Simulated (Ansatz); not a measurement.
Take a crystal in which Rb has been replaced by Na on all its sites, with the cell rescaled by a rough guess (in some cases also distorted within its space group) and nothing relaxed:

```
Na
1.0
    -2.47137    2.47137    2.28428
     2.47137   -2.47137    2.28428
     2.47137    2.47137   -2.28428
Na
1
Direct
  0.00000 0.00000 0.00000
```

Method: DFT PBE, scalar-relativistic, plane waves, PAW in Ansatz.

Cutoff 420 eV; k points 12×12×12 on the computed 1-atom cell (Γ-centred); Gaussian smearing, width 0.10 eV; no spin polarisation.

Question: What pressure does the cell carry?

Answer: The pressure is -1.5 GPa (positive in compression), so the cell would contract.

Question: Is it a metal on this mesh?

Answer: Yes, a band crosses the Fermi level.

This form isn't the element's structure at ambient conditions.